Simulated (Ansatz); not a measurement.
# Bi2H: the cost of one run

Method: DFT PBE, scalar-relativistic, plane waves, PAW, in Ansatz 0.2.0.

The COD entry's cell or inner coordinates are ideal or old and differ from later refinements, so a difference from it is no clean test against experiment.

2 further runs of the same task are left out: 2 set aside as unsound or not needed.

### 1 Starting point

The structure is monoclinic, space group C2/m (No. 12). Conventional cell: a = 4.435 Å, b = 2.952 Å, c = 4.454 Å, α = 90.00°, β = 97.14°, γ = 90.00°. V (site symmetry m) has 1 H at 1.79 Å as nearest neighbours. H (site symmetry 2/m) is surrounded by 2 V at 1.79 Å.

Structure file:

```
CELL_PARAMETERS angstrom
2.21722 -1.47620 -0.03219
2.21722 1.47620 -0.03219
-0.48901 0.00000 4.42678
ATOMIC_POSITIONS crystal
V 0.77026 0.77026 0.73214
V 0.22974 0.22974 0.26786
H 0.50000 0.50000 0.00000
```

This cell was relaxed beforehand with the same method: volume 9.64 Å³/atom, gap on the mesh none (metal).

### 2 Swap V → Bi

Bi2H starts from the relaxed positions of V2H, with all lengths scaled by 0.981, a guess from tabulated radii.

### 3 A first look at the start (Bi2H)

Contents of input.yaml:

```yaml
crystal:
  lattice:
    - [2.1740658659, -1.447463031, -0.0315594912]
    - [2.1740658659, 1.447463031, -0.0315594912]
    - [-0.4794871697, 0.0, 4.3406119899]
  atoms:
    - { symbol: Bi, position: [0.7702570565, 0.7702570565, 0.7321370904] }
    - { symbol: Bi, position: [0.2297429435, 0.2297429435, 0.2678629096] }
    - { symbol: H, position: [0.5, 0.5, 0.0] }
basis:
  ecutwfc: 420
kpoints:
  mp_grid: { grid: [8, 8, 4] }
hamiltonian:
  xc: pbe
scf:
  occupations: { method: gaussian, width: 0.1 }
output:
  forces: true
  stress: true
  eigenvalues: true
```

Run with:

```console
$ ansatz run input.yaml --threads 1 --pin off --max-ram 1331MiB --backend cpu --events-out ev --progress --plain --runs-dir out
```

Q: Estimate wall time and peak memory on 1 thread of an x86-64 CPU, shared host.

About 3 s, with a peak of 0.38 GiB.
